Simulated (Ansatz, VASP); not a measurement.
# ZnS2: VASP beside Ansatz, part 2 of 2

Wanted: the spread between two codes on one cell, functional and k mesh. The cell is taken from a series of runs on this material, whose earlier steps may have relaxed, scaled, displaced or heated it; both programs get it as it stands.

VASP 6.6.1 and Ansatz 0.2.0.

So far: Starting point; VASP: G0W0 gap, HSE06.

## Step 3: Ansatz: G0W0 gap, HSE06

Level of this step: Ansatz beside VASP: Kohn-Sham DFT, plane waves, HSE06 (Ansatz).

Ansatz runs on its default PAW (the set named soft_2) files.

The same cell, functional and mesh now go to Ansatz, which takes its cutoff from its data sets.

Input file input.yaml:

```yaml
crystal:
  lattice:
    - [5.94543046, 0.0, 0.0]
    - [0.0, 5.94543046, 0.0]
    - [0.0, 0.0, 5.94543046]
  atoms:
    - { symbol: Zn, position: [0.5, 0.5, 0.0] }
    - { symbol: Zn, position: [0.5, 0.0, 0.5] }
    - { symbol: Zn, position: [0.0, 0.5, 0.5] }
    - { symbol: Zn, position: [0.0, 0.0, 0.0] }
    - { symbol: S, position: [0.10024639, 0.89975361, 0.39975361] }
    - { symbol: S, position: [0.89975361, 0.39975361, 0.10024639] }
    - { symbol: S, position: [0.39975361, 0.10024639, 0.89975361] }
    - { symbol: S, position: [0.60024639, 0.60024639, 0.60024639] }
    - { symbol: S, position: [0.89975361, 0.10024639, 0.60024639] }
    - { symbol: S, position: [0.10024639, 0.60024639, 0.89975361] }
    - { symbol: S, position: [0.60024639, 0.89975361, 0.10024639] }
    - { symbol: S, position: [0.39975361, 0.39975361, 0.39975361] }
kpoints:
  mp_grid: { grid: [2, 2, 2] }
hamiltonian:
  xc: hse06
scf:
  occupations: { method: fixed }
gw:
  n_empty_bands: 448
  ecut_chi: 96
  qp_bands: [v4, c4]
  qp_kpoints: band_edges
  screening: { model: contour_deformation }
```

On the command line:

```console
$ ansatz run input.yaml --threads 24 --pin off --max-ram 82944MiB --backend cuda --events-out ev --progress --plain --runs-dir out --devices 1 --max-vram 78GiB
```

Numbers of over 12 decimals in the logs are rounded to 6 here.

The log of the run:

```text
GPUs: using 1 of 1 available (devices: 1).
Engine: ansatz 0.2.0, aarch64-unknown-linux-gnu
Pseudopotentials: kind: paw
Pseudopotential: Zn, paw, valence charge 12, recommended cutoff 420 eV (normal), Zn.paw.azcp
Pseudopotential: S, paw, valence charge 6, recommended cutoff 420 eV (normal), S.paw.azcp
Functional definition: HSE06
  parameter a = 0.25
  parameter omega = 0.11/bohr
  exchange = pbe_x - a*pbe_x_sr(omega) + a*exact_x_sr(omega)
  correlation = pbe_c
davidson cushion auto → on  (no smearing: the cushion is to keep the highest requested band from converging to the state above it; pin scf.eigensolver.cushion to override)
[...]
Crystal: 12 atoms, lattice volume = 210.160 Å³
Basis set: ecut = 420 eV, 4067 PW (Γ)
Bands: 60, of which v1, the nominal top of the filled ones, is band 48 counted from 1 (47 counted from 0)
Symmetry: 24 space group operations
Space group: Pa-3 (ITA 205), of the structure as read, at distance tolerance 5.9e-5 Å
k-points: 4 of 8
Non-local potential: Zn, projectors of the file, l = 0: 2, l = 1: 2, l = 2: 3, l = 3: 1
Non-local potential: S, projectors of the file, l = 0: 2, l = 1: 2, l = 2: 2
PAW form: soft (Blöchl's): semilocal exchange-correlation on the pseudo side does not see the compensation charge
PAW frozen core: Zn, regenerated for the run's functional, and the local potential with it (the file was generated under x = pbe(κ = 0.804, μ = 0.219515), c = pbe(β = 0.066725))
PAW frozen core: S, regenerated for the run's functional, and the local potential with it (the file was generated under x = pbe(κ = 0.804, μ = 0.219515), c = pbe(β = 0.066725))
PAW one-centre angular grid: Zn, 590 points (default); XC on 64 Gauss nodes
PAW one-centre angular grid: S, 110 points (default); XC on 64 Gauss nodes
Initial density: superposition of atomic densities (neutral atoms: chi_scale 0, normalization atom), corrected by the library's trained network
Initial wavefunctions: pseudopotential atomic-orbital guess
[...]
Functional: x = pbe(κ = 0.804, μ = 0.219515), c = pbe(β = 0.066725), warm-up for x = pbe(κ = 0.804, μ = 0.219515) + 0.25 (exact − pbe) at short range (hse, ω = 0.207870 Å⁻¹), c = pbe(β = 0.066725); HSE06 as pw.x's `hse` composes it (authors' and Libxc's form: `xc: wpbeh`)
SCF iter   1: F=—  HF=-20496.937046 eV  |F-HF|=—  |Δ(HF+E_count)|=         —  Δρ=2.36e-3  dr2=7.47e-3  ethr=1.77e-3  ⟨swp⟩=10.0  Hψ=1228  notcnv=0
preconditioner: auto → none  [insulator: Δε(μ)=1.750 eV  Ē_g=10.265 eV  n_scr=56 (ndim 8)  ℏωp=25.1 eV  f_vac=0.000]
SCF iter   2: F=—  HF=-20496.939870 eV  |F-HF|=—  |Δ(HF+E_count)|=   2.82e-3  Δρ=1.24e-3  dr2=2.15e-3  ethr=7.79e-6  ⟨swp⟩=5.8  Hψ=951  notcnv=0  defer=1
[...]
SCF iter   4: F=-20496.939792 eV  HF=-20496.939743 eV  |F-HF|=4.87e-5  |Δ(HF+E_count)|=   3.80e-4  Δρ=1.40e-4  dr2=1.98e-5  ethr=2.50e-8  ⟨swp⟩=3.5  Hψ=1216  notcnv=0
eigensolver tolerance schedule: the retry pair's looser diagonalisation over-reported the residual by 0.21 of it (diagonalisation noise at 0.23 of the residual, at the tolerance the schedule requests for it); recorded, not acted on — ethr = c·dr2/N_el stays at c = 1.0e-1
SCF 1 stopped early in 4 iterations: F = -20496.939792 eV  dr2 = 1.98e-5
  greatest PAW one-centre occupation: 0.988 electrons in one spin orbital (limit 2), on the Zn atom at site 0 (counted from 0), in its partial waves of l = 2
[...]
Exchange kernel: α = 0.2500, screened, ω = 0.2079 Å⁻¹, Wigner–Seitz truncation, v(0) = 976.3454 eV·Å³, q-mesh 2×2×2, nearest image of the exchange supercell L = 11.89 Å, pair-density grid 30×30×30, without the augmentation charges, whose exchange is taken in its separable form by FFT convolution over the k-point mesh (sized by the pseudopotential files, 40×40×40 at the most), smooth part of the exact exchange by density-matrix convolution in up to 1.47 GiB of GPU memory as planned if the GPU has room (build and FFT work areas not counted)
Frozen-core exchange: fock
SCF iter   1: F=—  HF=-20501.803594 eV  |F-HF|=—  |Δ(HF+E_count)|=         —  Δρ=1.88e-2  dr2=3.72e-1  ethr=2.07e-7  ⟨swp⟩=9.0  Hψ=1742  notcnv=0
[...]
hybrid outer 1: dexx = +6.581e-2 eV, tail = 1.75e-4 eV
[...]
SCF 3 converged in 4 iterations: F = -20501.731130 eV  dr2 = 1.44e-8
[...]
hybrid outer 2: dexx = +4.468e-6 eV, tail = 9.69e-8 eV, Δε = 2.77e-3 eV (about 7.85e-5 eV left of the loop's levels)
[...]
k-point 2: bands = [... 44 lower, 5.8070, 5.8070, 5.8070, 5.8070, 10.4677, 10.4677, 10.4677, 10.4677, ... 2 higher]
  k-point 3: bands = [... 44 lower, 5.1057, 5.1057, 5.1057, 5.1057, 10.6777, 10.6777, 10.6777, 10.6777, ... 2 higher]
  guard bands above this table: 6 of the run's 60 bands. The solve was not asked for them (output.publish_guard_bands: true or output.eigenvalues: true publishes all)
--- G₀W₀: contour deformation, 6 samples at zero and on the imaginary axis and 1 off it, 8 q-points, 448 empty bands' worth ---
  eigenvalues of the whole cell's RPA ε∞ on this k-mesh (on a slab, of 1 + 4πα/V) = 6.2405, 6.2405, 6.2405; static W/v taken at q = 0 is 0.160243
  gw.qp_kpoints: band_edges: 4 of 4 stored k-points solved, in 1 pass; an edge of the gap read off the rows below is read off those points alone
    ik  band        ε_KS         Σx   Σc(E_QP)       V_xc       Z   E_QP_lin       E_QP  E_QP is
     0    45      6.7733   -20.5753     2.2775   -18.1704  0.7893     6.6457     6.6459  root
     0    46      6.7733   -20.5753     2.2775   -18.1704  0.7893     6.6457     6.6459  root
     0    47      7.5148   -21.1546     2.2164   -18.8473  0.7909     7.4239     7.4240  root
     0    48      7.5148   -21.1546     2.2164   -18.8473  0.7909     7.4239     7.4240  root
     0    49     10.4153    -8.2681    -4.1478   -12.7241  0.7950    10.7245    10.7235  root
     0    50     11.1808   -10.0663    -4.3877   -14.7466  0.8045    11.4742    11.4734  root
     0    51     11.6729    -9.8947    -4.5103   -14.7687  0.7782    12.0384    12.0365  root
     0    52     11.6729    -9.8947    -4.5103   -14.7687  0.7782    12.0384    12.0365  root
     1    45      5.6395   -20.0138     2.4461   -17.4687  0.7826     5.5404     5.5405  root
     1    46      5.6395   -20.0138     2.4461   -17.4687  0.7826     5.5404     5.5405  root
     1    47      7.3105   -20.6363     2.1713   -18.3729  0.7905     7.2183     7.2184  root
     1    48      7.3105   -20.6363     2.1713   -18.3729  0.7905     7.2183     7.2184  root
     1    49     10.6089    -9.5317    -4.1402   -13.9675  0.7979    10.9055    10.9046  root
     1    50     10.6089    -9.5317    -4.1402   -13.9675  0.7979    10.9055    10.9046  root
     1    51     10.6440    -9.1904    -4.1074   -13.5877  0.7977    10.9348    10.9339  root
     1    52     10.6440    -9.1904    -4.1074   -13.5877  0.7977    10.9348    10.9339  root
     2    45      5.8070   -19.9465     2.3914   -17.4496  0.7837     5.7013     5.7014  root
     2    46      5.8070   -19.9465     2.3914   -17.4496  0.7837     5.7013     5.7014  root
     2    47      5.8070   -19.9465     2.3914   -17.4496  0.7837     5.7013     5.7014  root
     2    48      5.8070   -19.9465     2.3914   -17.4496  0.7837     5.7013     5.7014  root
     2    49     10.4677    -9.1721    -4.0823   -13.5384  0.8017    10.7525    10.7517  root
     2    50     10.4677    -9.1721    -4.0823   -13.5384  0.8017    10.7525    10.7517  root
     2    51     10.4677    -9.1721    -4.0823   -13.5384  0.8017    10.7525    10.7517  root
     2    52     10.4677    -9.1721    -4.0823   -13.5384  0.8017    10.7525    10.7517  root
     3    45      5.1057   -17.6230     2.3686   -15.1220  0.7785     4.9731     4.9734  root
     3    46      5.1057   -17.6230     2.3686   -15.1220  0.7785     4.9731     4.9734  root
     3    47      5.1057   -17.6230     2.3686   -15.1220  0.7785     4.9731     4.9734  root
     3    48      5.1057   -17.6230     2.3686   -15.1220  0.7785     4.9731     4.9734  root
     3    49     10.6777    -8.9290    -4.0717   -13.2858  0.8046    10.9636    10.9628  root
     3    50     10.6777    -8.9290    -4.0717   -13.2858  0.8046    10.9636    10.9628  root
     3    51     10.6777    -8.9290    -4.0717   -13.2858  0.8046    10.9636    10.9628  root
     3    52     10.6777    -8.9290    -4.0717   -13.2858  0.8046    10.9636    10.9628  root
```

## Step 4: Comparison

Known differences besides the potentials themselves: exact exchange at q = 0 is treated differently, which shows on coarse meshes; VASP keeps PBE cores, Ansatz makes them for the functional; fixed occupations in Ansatz, narrow Gaussian smearing in VASP; the data sets hold 96 valence electrons in Ansatz (on its default PAW (the set named soft_2) files) and 128 in VASP; the cutoff is 420 eV in Ansatz and 430 eV in VASP; Ansatz integrates over frequency by contour deformation, VASP on a grid of NOMEGA points; Ansatz's G0W0 levels solve the quasiparticle equation, VASP's are linearised. Total energies have different zeros and are not compared.

The two programs side by side:

| quantity | Ansatz | VASP | difference |
| --- | --- | --- | --- |
| G0W0 gap on the mesh (eV) | 3.30 | 3.56 | -0.27 |
| Kohn-Sham gap under it (eV) | 2.90 | 2.93 | -0.03 |

VASP's log warns that its frequency grid doesn't suit quasiparticle energies on this mesh.

## Step 5: Outcome

```yaml
difference_in_g0w0_gap_on_the_mesh_g0w0_gap_hse06: -0.27 eV
```

In words: The difference in G0W0 gap on the mesh is -0.27 eV (G0W0 gap, HSE06). The data sets hold unlike numbers of valence electrons (96 in Ansatz and 128 in VASP), so part of the differences comes from the potentials. Part of the difference in the G0W0 gap can come from VASP's linearised levels. Such differences can come from data sets, numerical settings and the points named under the comparisons, not from the functional's error against experiment.

[Lines on the potential files, build, host, timing and source positions are cut from VASP's logs without a mark.]

[Logs are printed without paths, hosts, clocks, repeated set-up lines and the standing remarks that a program may print on its own settings, such as how far it seeks lower states.]

[Hosts, paths, dates, database ids (printed as entryN), source tags and the programs' standing remarks are cut or masked in the printed files.]
